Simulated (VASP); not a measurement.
# Sr (P6_3/mmc) in VASP: notebook

Runs on Sr. Level: PBE. Tasks: single point.

Program: VASP 6.6.1. These are calculated values, not measurements. Logs are shortened: lines on timing, memory, paths and dates and some standing lists are left out, and cuts for length are marked.

## Step 1: Starting point

Symmetry: P6_3/mmc, No. 194, hexagonal system. Conventional cell: a = 4.310 Å, b = 4.310 Å, c = 7.050 Å, α = 90.00°, β = 90.00°, γ = 120.00°. Sr (site symmetry -6m2) is surrounded by 12 Sr at 4.31 Å.

This isn't the form of Sr at room conditions, which is fcc.

## Step 2: Single point, PBE

INCAR reads:

```
SYSTEM = Sr
  ADDGRID = .False.
  ALGO = Normal
  EDIFF = 1E-6
  ENCUT = 500
  GGA = PE
  ISIF = 2
  ISMEAR = 0
  LASPH = .True.
  LCHARG = .False.
  LREAL = .False.
  LWAVE = .False.
  NBANDS = 17
  NELM = 100
  PREC = Accurate
  SIGMA = 0.15
```

KPOINTS reads:

```
k-points
0
Gamma
  4 4 2
  0 0 0
```

POSCAR reads:

```
Sr
1.0
    4.3100000000      0.0000000000      0.0000000000
   -2.1550000000      3.7325694903      0.0000000000
    0.0000000000      0.0000000000      7.0500000000
Sr
2
Direct
    0.6666666667      0.3333333333      0.7500000000
    0.3333333333      0.6666666667      0.2500000000
```

Potentials or basis: VASP PAW PBE potentials, release 64 (Sr_sv).

Run with:

```
cat potpaw_PBE.64/Sr_sv/POTCAR > POTCAR
mpirun -np 1 vasp_std > vasp.out
```

OUTCAR:

```text
SYSTEM = Sr
   EDIFF = 1E-6
   ENCUT = 500
   GGA = PE
   ISIF = 2
   ISMEAR = 0
   LASPH = .True.
   LREAL = .False.
   NELM = 100
   PREC = Accurate

 Found      8 irreducible k-points:

 Following reciprocal coordinates:
            Coordinates               Weight
  0.000000  0.000000  0.000000      1.000000
  0.250000  0.000000  0.000000      6.000000
  0.500000  0.000000  0.000000      3.000000
  0.250000  0.250000  0.000000      6.000000
  0.000000  0.000000  0.500000      1.000000
  0.250000  0.000000  0.500000      6.000000
   k-points           NKPTS =      8   k-points in BZ     NKDIM =      8   number of bands    NBANDS=     17
   number of dos      NEDOS =    301   number of ions     NIONS =      2
   total plane-waves  NPLWV =  55296
   dimension x,y,z NGX =    32 NGY =   32 NGZ =   54
   dimension x,y,z NGXF=    64 NGYF=   64 NGZF=  108
   ions per type =               2
   NGX,Y,Z   is equivalent  to a cutoff of  12.34, 12.34, 12.73 a.u.
   NGXF,Y,Z  is equivalent  to a cutoff of  24.69, 24.69, 25.47 a.u.
 SYSTEM =  Sr
   PREC   = accura    normal or accurate (medium, high low for compatibility)
   ISTART =      0    job   : 0-new  1-cont  2-samecut
   ICHARG =      2    charge: 1-file 2-atom 10-const
   ISPIN  =      1    spin polarized calculation?
   LNONCOLLINEAR =      F non collinear calculations
   LSORBIT =      F    spin-orbit coupling
   LASPH  =      T    aspherical Exc in radial PAW
   ENCUT  =  500.0 eV  36.75 Ry    6.06 a.u.   7.86  7.86 12.85*2*pi/ulx,y,z
   NELM   =    100;   NELMIN=  2; NELMDL= -5     # of ELM steps
   EDIFF  = 0.1E-05   stopping-criterion for ELM
   LREAL  =      F    real-space projection
   EDIFFG = 0.1E-04   stopping-criterion for IOM
   NSW    =      0    number of steps for IOM
   IBRION =     -1    ionic relax: 0-MD 1-quasi-New 2-CG
   NFREE  =      0    steps in history (QN), initial steepest desc. (CG)
   ISIF   =      2    stress and relaxation
   ISYM   =      2    0-nonsym 1-usesym 2-fastsym
   POTIM  = 0.5000    time-step for ionic-motion
   TEBEG  =    0.0;   TEEND  =   0.0 temperature during run
   PSTRESS=    0.0 pullay stress
   NELECT =      20.0000    total number of electrons
   NUPDOWN=      -1.0000    fix difference up-down
   EMIN   =  10.00;   EMAX   =-10.00  energy-range for DOS
   EFERMI =   0.00;   METHOD = LEGACY
   ISMEAR =     0;   SIGMA  =   0.15  broadening in eV -4-tet -1-fermi 0-gaus
   EFERMI_NEDOS =   21; number of points for ismear=-14 and -15
   IALGO  =     38    algorithm
   IMIX   =      4    mixing-type and parameters
     AMIX     =   0.40;   BMIX     =  1.00
     AMIX_MAG =   1.60;   BMIX_MAG =  1.00
  volume/ion in A,a.u.               =      56.71       382.68
  Fermi-wavevector in a.u.,A,eV,Ry     =   0.918037  1.734838 11.466874  0.842791
  Thomas-Fermi vector in A             =   2.043073
   LORBIT       =      0    0 simple, 1 ext, 2 COOP (PROOUT), +10 PAW based schemes
   GGA     = PE    functional components
   LHFCALC =     F    Hartree Fock is set to
   AEXX    =    0.0000 exact exchange contribution
   IVDW    =     0    specifies the selected vdW correction
   LEPSILON=     F    determine dielectric tensor
   LRPA    =     F    only Hartree local field effects (RPA)
 non-spin polarized calculation
 Gauss-broadening in eV      SIGMA  =   0.15
  energy-cutoff  :      500.00
  volume of cell :      113.42
 maximum number of plane-waves:      2898
 NGX is ok and might be reduce to    32
   NGX = 15   NGY = 15   NGZ = 25

 number of electron      20.0000000 magnetization

 Free energy of the ion-electron system (eV)
  ---------------------------------------------------
  ext. energy  EPLUGINS =         0.00000000
  ---------------------------------------------------
  free energy    TOTEN  =        -3.29342883 eV

  energy without entropy =       -3.25509004  energy(sigma->0) =       -3.27425944

 E-fermi :   1.5132     XC(G=0):  -7.2582

 val. band max:        1.5015906528   @ k =   0.0000   0.0000   0.0000
 cond. band min:       1.5787318103   @ k =   0.5000   0.0000   0.0000
 fundamental gap:      0.0771411576
 Fermi energy:         1.5132276709

 k-point     1 :       0.0000    0.0000    0.0000
  band No.  band energies     occupation
      1     -35.1902      2.00000
      2     -35.1783      2.00000
      3     -17.2495      2.00000
      4     -17.1104      2.00000
      5     -17.1104      2.00000
      6     -17.0864      2.00000
[... 9 lines left out ...]
     16       4.1466      0.00000
     17       4.6556      0.00000

 k-point     2 :       0.2500    0.0000    0.0000
  band No.  band energies     occupation
      1     -35.1846      2.00000
      2     -35.1758      2.00000
      3     -17.2180      2.00000
      4     -17.1776      2.00000
      5     -17.1542      2.00000
      6     -17.1309      2.00000
[... 9 lines left out ...]
     16       4.5197      0.00000
     17       4.5302      0.00000

 k-point     3 :       0.5000    0.0000    0.0000
  band No.  band energies     occupation
      1     -35.1782      2.00000
      2     -35.1743      2.00000
      3     -17.2454      2.00000
      4     -17.2187      2.00000
      5     -17.1726      2.00000
      6     -17.1503      2.00000
[... 9 lines left out ...]
     16       5.6862      0.00000
     17       6.2528      0.00000

 k-point     4 :       0.2500    0.2500    0.0000
  band No.  band energies     occupation
      1     -35.1782      2.00000
      2     -35.1742      2.00000
      3     -17.2163      2.00000
      4     -17.2052      2.00000
      5     -17.1731      2.00000
      6     -17.1646      2.00000
[... 9 lines left out ...]
     16       4.9537      0.00000
     17       5.1290      0.00000

 k-point     5 :       0.0000    0.0000    0.5000
  band No.  band energies     occupation
      1     -35.1842      2.00000
      2     -35.1842      2.00000
      3     -17.1636      2.00000
      4     -17.1636      2.00000
      5     -17.0984      2.00000
      6     -17.0984      2.00000
[... 9 lines left out ...]
     16       3.7497      0.00000
     17       5.5766      0.00000

 k-point     6 :       0.2500    0.0000    0.5000
  band No.  band energies     occupation
      1     -35.1802      2.00000
      2     -35.1802      2.00000
      3     -17.1945      2.00000
      4     -17.1945      2.00000
      5     -17.1251      2.00000
      6     -17.1251      2.00000
[... 9 lines left out ...]
     16       4.2268      0.00000
     17       5.4861      0.00000

 [... further k-points ...]

------------------------ aborting loop because EDIFF is reached ----------------------------------------

  FORCE on cell =-STRESS in cart. coord.  units (eV):
  Direction    XX          YY          ZZ          XY          YZ          ZX
  --------------------------------------------------------------------------------------
  -------------------------------------------------------------------------------------
  Total       -0.4167467     -0.4167467      0.3308667      0.0000000      0.0000000      0.0000000
  in kB       -5.8871961     -5.8871961      4.6740076      0.0000000      0.0000000      0.0000000
  external PRESSURE =      -2.3667949 kB  Pullay stress =       0.0000000 kB

 VOLUME and BASIS-vectors are now :
 -----------------------------------------------------------------------------
  energy-cutoff  :      500.00
  volume of cell :      113.42
      direct lattice vectors                 reciprocal lattice vectors
     4.310000000  0.000000000  0.000000000     0.232018561  0.133955979  0.000000000
    -2.155000000  3.732569490  0.000000000     0.000000000  0.267911958  0.000000000
     0.000000000  0.000000000  7.050000000     0.000000000  0.000000000  0.141843972

 POSITION                                       TOTAL-FORCE (eV/Angst)
 -----------------------------------------------------------------------------------
      2.15500      1.24419      5.28750         0.000000      0.000000      0.000000
     -0.00000      2.48838      1.76250        -0.000000      0.000000      0.000000
 -----------------------------------------------------------------------------------
    total drift:                                0.000000     -0.000000      0.000000

  FREE ENERGIE OF THE ION-ELECTRON SYSTEM (eV)
  ---------------------------------------------------
  free  energy   TOTEN  =        -3.2934288346 eV

  energy  without entropy=       -3.2550900401  energy(sigma->0) =       -3.27425944
```

It took 6.5 s on 1 thread of Intel Xeon 6975P-C (Granite Rapids), shared host; peak memory 0.21 GiB.

The run converged, but some of its settings lie outside the range that counts as converged, so its numbers aren't taken as properties of the crystal.

What came out:

- Free energy: -3.2934 eV
- Pressure: -0.2 GPa
- Band gap on the k mesh: none (metal or under the smearing width)

Caveat: the k mesh is coarse (spacing up to 0.45 Å⁻¹), so the values aren't converged.

## Step 3: Single point, PBE

INCAR is that of step 2.

KPOINTS is that of step 2.

POSCAR reads:

```
Sr
1.0
    4.3100000000      0.0000000000      0.0000000000
   -2.1550000000      3.7325694903      0.0000000000
    0.0000000000      0.0000000000      7.0500000000
Sr
2
Direct
    0.6432960000      0.3178180000      0.7464440000
    0.3199860000      0.6535770000      0.2508690000
```

Potentials or basis: VASP PAW PBE potentials, release 64 (Sr_sv).

Run with:

```
cat potpaw_PBE.64/Sr_sv/POTCAR > POTCAR
mpirun -np 1 vasp_std > vasp.out
```

Run time: 12 s. Hardware: 1 thread of Intel Xeon 6975P-C (Granite Rapids), shared host; peak memory 0.22 GiB.

The run converged, but some of its settings lie outside the range that counts as converged, so its numbers aren't taken as properties of the crystal.

Results:

```
Free energy            : -3.2925 eV
Pressure               : -0.2 GPa
Largest force          : 0.045 eV/Å
Band gap on the k mesh : none (metal or under the smearing width)
```

Caveat: the k mesh is coarse (spacing up to 0.45 Å⁻¹), so the values aren't converged.

## Step 4: Single point, PBE

Changes to INCAR since step 3:

```diff
@@ -4,3 +4,3 @@
   EDIFF = 1E-6
-  ENCUT = 500
+  ENCUT = 400
   GGA = PE
```

KPOINTS reads:

```
k-points
0
Gamma
  4 4 3
  0 0 0
```

POSCAR reads:

```
Sr
1.0
    4.3100000000      0.0000000000      0.0000000000
   -2.1550000000      3.7325694903      0.0000000000
    0.0000000000      0.0000000000      7.0500000000
Sr
2
Direct
    0.6666666667      0.3333333333      0.7500000000
    0.3333333333      0.6666666667      0.2500000000
```

Potentials or basis: VASP PAW PBE potentials, release 64 (Sr_sv).

Run with:

```
cat potpaw_PBE.64/Sr_sv/POTCAR > POTCAR
mpirun -np 1 vasp_std > vasp.out
```

OUTCAR:

```text
SYSTEM = Sr
   EDIFF = 1E-6
   ENCUT = 400
   GGA = PE
   ISIF = 2
   ISMEAR = 0
   LASPH = .True.
   LREAL = .False.
   NELM = 100
   PREC = Accurate

 Found      8 irreducible k-points:

 Following reciprocal coordinates:
            Coordinates               Weight
  0.000000  0.000000  0.000000      1.000000
  0.250000  0.000000  0.000000      6.000000
  0.500000  0.000000  0.000000      3.000000
  0.250000  0.250000  0.000000      6.000000
  0.000000  0.000000  0.333333      2.000000
  0.250000  0.000000  0.333333     12.000000
   k-points           NKPTS =      8   k-points in BZ     NKDIM =      8   number of bands    NBANDS=     17
   number of dos      NEDOS =    301   number of ions     NIONS =      2
   total plane-waves  NPLWV =  37632
   dimension x,y,z NGX =    28 NGY =   28 NGZ =   48
   dimension x,y,z NGXF=    56 NGYF=   56 NGZF=   96
   ions per type =               2
   NGX,Y,Z   is equivalent  to a cutoff of  10.80, 10.80, 11.32 a.u.
   NGXF,Y,Z  is equivalent  to a cutoff of  21.60, 21.60, 22.64 a.u.
 SYSTEM =  Sr
   PREC   = accura    normal or accurate (medium, high low for compatibility)
   ISTART =      0    job   : 0-new  1-cont  2-samecut
   ICHARG =      2    charge: 1-file 2-atom 10-const
   ISPIN  =      1    spin polarized calculation?
   LNONCOLLINEAR =      F non collinear calculations
[... 54 lines left out ...]

 val. band max:        1.4822155677   @ k =   0.2500   0.0000   0.0000
 cond. band min:       1.5020024974   @ k =   0.0000   0.0000   0.0000
 fundamental gap:      0.0197869296
 Fermi energy:         1.5008366940

 k-point     1 :       0.0000    0.0000    0.0000
  band No.  band energies     occupation
      1     -35.2005      2.00000
      2     -35.1887      2.00000
      3     -17.2559      2.00000
      4     -17.1195      2.00000
      5     -17.1195      2.00000
      6     -17.0954      2.00000
[... 97 lines left out ...]
      4     -17.1854      2.00000
      5     -17.1558      2.00000
      6     -17.1318      2.00000
[... 9 lines left out ...]
     16       4.3979      0.00000
     17       4.9898      0.00000

 [... further k-points ...]

------------------------ aborting loop because EDIFF is reached ----------------------------------------

  FORCE on cell =-STRESS in cart. coord.  units (eV):
  Direction    XX          YY          ZZ          XY          YZ          ZX
  --------------------------------------------------------------------------------------
  -------------------------------------------------------------------------------------
  Total       -0.3762738     -0.3762738      0.2192665      0.0000000     -0.0000000      0.0000000
  in kB       -5.3154532     -5.3154532      3.0974809      0.0000000     -0.0000000      0.0000000
  external PRESSURE =      -2.5111419 kB  Pullay stress =       0.0000000 kB

 VOLUME and BASIS-vectors are now :
 -----------------------------------------------------------------------------
  energy-cutoff  :      400.00
  volume of cell :      113.42
      direct lattice vectors                 reciprocal lattice vectors
     4.310000000  0.000000000  0.000000000     0.232018561  0.133955979  0.000000000
    -2.155000000  3.732569490  0.000000000     0.000000000  0.267911958  0.000000000
     0.000000000  0.000000000  7.050000000     0.000000000  0.000000000  0.141843972

 POSITION                                       TOTAL-FORCE (eV/Angst)
 -----------------------------------------------------------------------------------
      2.15500      1.24419      5.28750        -0.000000      0.000000      0.000000
     -0.00000      2.48838      1.76250         0.000000     -0.000000      0.000000
 -----------------------------------------------------------------------------------
    total drift:                                0.000000     -0.000000      0.000000

  FREE ENERGIE OF THE ION-ELECTRON SYSTEM (eV)
  ---------------------------------------------------
  free  energy   TOTEN  =        -3.3136046715 eV

  energy  without entropy=       -3.2854389048  energy(sigma->0) =       -3.29952179
```

stdout:

```text
POSCAR found type information on POSCAR Sr
 POSCAR found :  1 types and       2 ions
 scaLAPACK will be used
 LDA part: xc-table for (Slater+PW92), standard interpolation
 POSCAR, INCAR and KPOINTS ok, starting setup
 FFT: planning ... GRIDC
 FFT: planning ... GRID_SOFT
 FFT: planning ... GRID
 WAVECAR not read
 entering main loop
```

Run time: 4.9 s. Hardware: 1 thread of Intel Xeon 6975P-C (Granite Rapids), shared host; peak memory 0.18 GiB.

These settings aren't checked as converged: the numbers below hold their error.

What came out:

```yaml
Free_energy: -3.3136 eV
Pressure: -0.3 GPa
Band_gap_on_the_k_mesh: none (metal or under the smearing width)
```

Caveat: the k mesh is coarse (spacing up to 0.42 Å⁻¹), so the values aren't converged.

## Step 5: The reference run

An earlier run on the cell as given: functional PBE; potentials or basis VASP PAW PBE potentials, release 64 (Sr_sv); cutoff 520 eV; k mesh 7 × 7 × 4; occupations fermi-dirac, width 0.05 eV; no spin polarisation.

- Pressure: -0.3 GPa
- Band gap on the k mesh: none (metal or under the smearing width)
